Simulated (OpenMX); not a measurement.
Crystal: MgF2 (Sellaite).

```xyz
6
Lattice="4.6250 0.0000 0.0000 0.0000 4.6250 0.0000 0.0000 0.0000 3.0520" Properties=species:S:1:pos:R:3 pbc="T T T"
Mg    2.3125    2.3125    1.5260
Mg    0.0000    0.0000    0.0000
F     3.7139    0.9111    1.5260
F     3.2236    3.2236    0.0000
F     0.9111    3.7139    1.5260
F     1.4014    1.4014    0.0000
```

* Program: OpenMX 3.8.5
* Task: single point
* Functional: PBE
* Potentials or basis: OpenMX 2013 PBE set, Mg7.0-s3p2d1, F6.0-s2p2d1, grid cutoff 500 Ry
* k mesh: 7 × 7 × 9
* Occupations: fermi-dirac, width 0.05 eV
* Spin: no spin polarisation

On this cell: pressure 6.7 GPa; largest force 0.051 eV/Å; band gap on the k mesh 7.12 eV, direct.

The same run follows on a disturbed copy (atoms moved at random, drawn with an rms of 0.05 Å):

```xyz
6
Lattice="4.6250 0.0000 0.0000 0.0000 4.6250 0.0000 0.0000 0.0000 3.0520" Properties=species:S:1:pos:R:3 pbc="T T T"
Mg    2.3101    2.3058    1.5033
Mg   -0.0132   -0.0290   -0.0388
F     3.7226    0.9182    1.5385
F     3.2283    3.1471   -0.0177
F     0.9258    3.6737    1.5102
F     1.4099    1.4043    0.0173
```

What changes?

The energy moves by +8.2 meV/atom; pressure 7.0 GPa; largest force 0.702 eV/Å; band gap on the k mesh 7.08 eV, direct.

Forces in eV/Å, atoms in the order of the input:
```
Mg   0.010 -0.302  0.245
Mg   0.148  0.080  0.400
F    0.048 -0.309 -0.279
F    0.381  0.590 -0.015
F   -0.284  0.370 -0.085
F   -0.313 -0.430 -0.263
```

Caveats: an odd mesh through Γ misses points on the zone boundary, where band edges often lie; the basis of atomic orbitals isn't converged, which shifts pressures, moduli and gaps.
